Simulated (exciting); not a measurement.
SrO:

```
Sr O
1.0
     0.00000    2.56630    2.56630
     2.56630    0.00000    2.56630
     2.56630    2.56630    0.00000
Sr O
1 1
Direct
  0.50000 0.50000 0.50000
  0.00000 0.00000 0.00000
```

Base run:

```yaml
Program: exciting (release sodium)
Functional: PBE
Potentials_or_basis: all-electron LAPW+lo, shipped species files, valence relativity iora*
rgkmax: 7.5
k_mesh: 9 × 9 × 9
Occupations: fermi-dirac, width 0.05 eV
Spin: no spin polarisation
```

Its results: band gap on the k mesh 3.38 eV, indirect (least direct gap 3.46 eV).

Question: The run is repeated on the same cell with these changes: functional from PBE to PBEsol. What comes out?

Answer: Band gap on the k mesh 3.26 eV, indirect (least direct gap 3.34 eV).

Caveats: an odd mesh through Γ misses points on the zone boundary, where band edges often lie (some runs).

Not every run made on this cell is shown here.
